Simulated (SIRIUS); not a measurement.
## Rh and the effect of the Hubbard U on Rh d

```cif
data_structure
_symmetry_space_group_name_H-M 'Fm-3m'
_symmetry_Int_Tables_number 225
_cell_length_a 3.7957
_cell_length_b 3.7957
_cell_length_c 3.7957
_cell_angle_alpha 90.000
_cell_angle_beta 90.000
_cell_angle_gamma 90.000
_cell_volume 54.69
loop_
_atom_site_label
_atom_site_type_symbol
_atom_site_symmetry_multiplicity
_atom_site_Wyckoff_symbol
_atom_site_fract_x
_atom_site_fract_y
_atom_site_fract_z
_atom_site_occupancy
Rh1 Rh 4 a 0.00000 0.00000 0.00000 1
```

Kept alike: task single point; functional LDA; k mesh 12 × 12 × 12; occupations fermi-dirac, width 0.05 eV; no spin polarisation. Program: SIRIUS, PseudoDojo 0.4.1 PBE standard (scalar relativistic), cutoff 1202 eV. The mesh is that of the run's cell of 1 atom. No spin-orbit coupling.

```csv
"Hubbard U on Rh d, U (eV)",pressure (GPa)
0,-9.16
2,-9.56
4,-9.38
6,-8.65
8,-7.70
```

Pressure is positive in compression; the values hold the error of the finite cutoff, so their zero can differ a little from the energy's minimum. U acts here on a shell without spin polarisation. For a metal such a mesh leaves the last digits unconverged. The pressure doesn't move evenly along the series, which may be noise of the runs. How U acts hangs on the program's projectors. All rows use potentials made for PBE.

Q: What does the Hubbard U on Rh d change here?

A: The pressure runs from -9.56 (2) to -7.70 GPa (8).
